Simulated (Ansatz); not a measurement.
# NaF, response to strain

Start from NaF in the rock salt structure (space group Fm-3m, No. 225; a = 4.629 Å). Axes: x, y, z lie along the cube axes.

Strains are applied to the cell and any free atomic positions relax; under biaxial strain the out-of-plane vector relaxes too.

Level of theory: Ansatz (a quantum-chemistry and plane-wave program), PBEsol, PAW, cutoff 420 eV, spin-orbit coupling left out.

Notes on the quantities. pressure: mean of the normal stresses, compression positive.

| change | band gap | pressure | out-of-plane strain |
|---|---|---|---|
| base | 6.20 eV | 0.00 GPa | – |
| biaxial strain −3.00 %, plane normal [001], relaxed out of plane | 6.44 eV | ___ | +1.41 % |
| biaxial strain −2.50 %, plane normal [001], relaxed out of plane | 6.40 eV | 2.26 GPa | ___ |
| biaxial strain −1.00 %, plane normal [001], relaxed out of plane | 6.28 eV | 0.81 GPa | ___ |
| biaxial strain −0.50 %, plane normal [001], relaxed out of plane | 6.24 eV | 0.39 GPa | +0.22 % |
| biaxial strain +1.00 %, plane normal [001], relaxed out of plane | 6.12 eV | -0.70 GPa | -0.44 % |
| biaxial strain +1.50 %, plane normal [001], relaxed out of plane | 6.08 eV | -1.02 GPa | -0.64 % |
| biaxial strain +2.00 %, plane normal [001], relaxed out of plane | 6.04 eV | ___ | -0.84 % |
| biaxial strain +2.50 %, plane normal [001], relaxed out of plane | 6.00 eV | -1.59 GPa | -1.04 % |
| biaxial strain +3.00 %, plane normal [001], relaxed out of plane | 5.96 eV | -1.84 GPa | -1.23 % |

Q: Fill in the withheld entries from the trend.

A: 
- biaxial strain −3.00 %, plane normal [001], relaxed out of plane, pressure: 2.81 GPa
- biaxial strain −2.50 %, plane normal [001], relaxed out of plane, out-of-plane strain: +1.16 %
- biaxial strain −1.00 %, plane normal [001], relaxed out of plane, out-of-plane strain: +0.45 %
- biaxial strain +2.00 %, plane normal [001], relaxed out of plane, pressure: -1.32 GPa

Stability against distortions was not tested.
